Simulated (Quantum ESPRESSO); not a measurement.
# TiO2 (Anatase): phonons with LDA

The system is TiO2 (Anatase).

```
Ti O
1.0
    -1.89210    1.89210    4.75730
     1.89210   -1.89210    4.75730
     1.89210    1.89210   -4.75730
Ti O
2 4
Direct
  0.75000 0.25000 0.50000
  0.00000 0.00000 0.00000
  0.79190 0.79190 0.00000
  0.54190 0.04190 0.50000
  0.95810 0.45810 0.50000
  0.20810 0.20810 0.00000
```

- Program: Quantum ESPRESSO 7.5
- Task: phonons
- Functional: LDA
- Potentials or basis: GBRV 1.5 LDA
- Cutoff: 612 eV
- Density cutoff: 4898 eV
- k mesh: 6 × 6 × 6, shifted
- Occupations: fermi-dirac, width 0.05 eV
- Spin: no spin polarisation
- Form of the LDA correlation: PZ81
- Mixing beta: 0.5
- Most SCF iterations: 120
- SCF threshold: 1.2e-09 Ry

```yaml
Relaxed_volume: 11.05 Å³/atom
Relaxed_cell: a = 5.418 Å, b = 5.418 Å, c = 5.418 Å, α = 139.57°, β = 139.57°, γ = 58.51°
Space_group_after_relaxing_to_0.05_Å: I4_1/amd (No. 141)
Pressure_after_relaxing: 0.0 GPa
Electronic_dielectric_tensor_diagonal: 6.88, 6.88, 6.27
Born_charges_mean_of_the_diagonal: Ti +6.29; O -3.14 e
Highest_phonon_frequency_at_Γ_LO-TO_splitting_left_out: 641 cm⁻¹
Static_dielectric_tensor_diagonal: 51.55, 51.55, 27.02
```

The path:
```csv
step,energy change (eV),largest force (eV/Å),pressure (GPa),volume (Å³)
1,0.0000,0.1009,-6.02,68.13
2,-0.0337,0.1033,1.03,66.06
3,-0.0354,0.0222,-0.05,66.32
4,-0.0354,0.0043,-0.03,66.30
5,-0.0354,0.0011,0.00,66.29
```

Final structure:
```yaml
crystal:
  lattice:
    - [-1.87239, 1.87239, 4.72738]
    - [1.87239, -1.87239, 4.72738]
    - [1.87239, 1.87239, -4.72738]
  atoms:
    - { symbol: Ti, position: [0.75000, 0.25000, 0.50000] }
    - { symbol: Ti, position: [0.00000, 0.00000, 0.00000] }
    - { symbol: O, position: [0.79186, 0.79186, 0.00000] }
    - { symbol: O, position: [0.54186, 0.04186, 0.50000] }
    - { symbol: O, position: [0.95814, 0.45814, 0.50000] }
    - { symbol: O, position: [0.20814, 0.20814, 0.00000] }
```

Levels at points of the mesh, in eV from the valence-band top:
```csv
k point,band 20,band 21,band 22,band 23,band 24,band 25,band 26,band 27,band 28,band 29
"(0.08, 0.08, 0.08)",-1.56,-1.30,-1.10,-0.60,-0.21,3.06,3.18,3.42,3.84,3.91
```

Phonon frequencies in cm⁻¹ (negative: imaginary):
```csv
q point,frequencies
"(0.000, 0.000, 0.000)",-11 -11 -10 152 152 164 164 242 242 350 385 446 446 505 529 551 641 641
```

Electronic dielectric tensor:
```
6.88 0.00 0.00
0.00 6.88 0.00
0.00 0.00 6.27
```

Born effective charge tensors (e):
atom 1, Ti
```
6.56 0.00 0.00
0.00 6.56 0.00
0.00 0.00 5.73
```
atom 2, Ti
```
6.56 0.00 0.00
0.00 6.56 0.00
0.00 0.00 5.73
```
atom 3, O
```
-5.44  0.00  0.00
 0.00 -1.13  0.00
 0.00  0.00 -2.86
```
atom 4, O
```
-1.13  0.00  0.00
 0.00 -5.44  0.00
 0.00  0.00 -2.86
```
atom 5, O
```
-5.44  0.00  0.00
 0.00 -1.13  0.00
 0.00  0.00 -2.86
```
atom 6, O
```
-1.13  0.00  0.00
 0.00 -5.44  0.00
 0.00  0.00 -2.86
```

Optical modes at Γ, degenerate ones joined, polar ones without the macroscopic field:
```csv
cm⁻¹,components,symmetry,active in,"IR intensity, summed ((D/Å)²/amu)"
152,2,Eg,Raman,0.00
164,2,Eg,Raman,0.00
242,2,Eu,IR,121.78
350,1,A2u,IR,78.91
385,1,B1g,Raman,0.00
446,2,Eu,IR,139.06
505,1,B1g,Raman,0.00
529,1,A1g,Raman,0.00
551,1,B2u,silent,0.00
641,2,Eg,Raman,0.00
```

Zone-centre frequencies without and with the macroscopic field along x (cm⁻¹):
|  | optical modes in rising order |
| --- | --- |
| without | 152 152 164 164 242 242 350 385 446 446 505 529 551 641 641 |
| with the field | 152 152 164 164 242 341 350 385 446 505 529 551 641 641 866 |

Static dielectric tensor, electrons and zone-centre modes:
```
51.55  0.00  0.00
 0.00 51.55  0.00
 0.00  0.00 27.02
```

Run time: 26 min on 4 MPI ranks on Arm Neoverse V1 (shared host), peak memory 0.96 GiB a rank.
